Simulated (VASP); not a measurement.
# MnSb under changes of volume

One of the cells (21.983 Å³/atom); the others are scaled copies at fixed shape and fractional positions:

```
Sb Mn
1.0
     4.17748    0.00000    0.00000
    -2.08874    3.61781    0.00000
     0.00000    0.00000    5.81828
Sb Mn
2 2
Direct
  0.66667 0.33333 0.75000
  0.33333 0.66667 0.25000
  0.00000 0.00000 0.50000
  0.00000 0.00000 0.00000
```

- Program: VASP 6.6.1
- Functional: PBE
- Potentials or basis: VASP PAW PBE potentials, release 64 (Sb, Mn_pv)
- Cutoff: 520 eV
- k mesh: 7 × 7 × 5
- Occupations: fermi-dirac, width 0.05 eV
- Spin: collinear spin, ferromagnetic start
- Starting moments: [0.0, 0.0, 4.0, 4.0] μB

```tsv
volume (Å³/atom)	energy over the lowest point (meV/atom)	pressure (GPa)	moment (μB per cell)
20.259	0.00	0.0	6.33
20.690	1.61	-1.2	6.46
21.121	6.25	-2.3	6.59
21.983	23.41	-4.0	6.83
22.414	?	?	?
22.845	48.63	-5.4	7.05
```

What does the run at 22.414 Å³/atom give?

Energy over the lowest point 35.10 meV/atom; pressure -4.7 GPa; moment 6.95 μB per cell.

Worked out: A Birch-Murnaghan fit of order 3 (a polynomial in V^(-2/3)) to the other rows has its minimum at 20.28 Å³/atom with B0 = V·E''(V) = 62 GPa and B' = 5.7 at fixed shape and positions, which overstates the stiffness. It gives 35.15 meV/atom at 22.414 Å³/atom, against the run's 35.10, and -dE/dV = -4.7 GPa, against -4.7. A straight line through the other rows of the moment, of slope 0.278 μB per Å³/atom, gives 6.94 μB, against the run's 6.95.

Energies are extrapolated to zero smearing.

Caveats: only a ferromagnetic start was run, and an antiferromagnetic order may lie lower in energy.
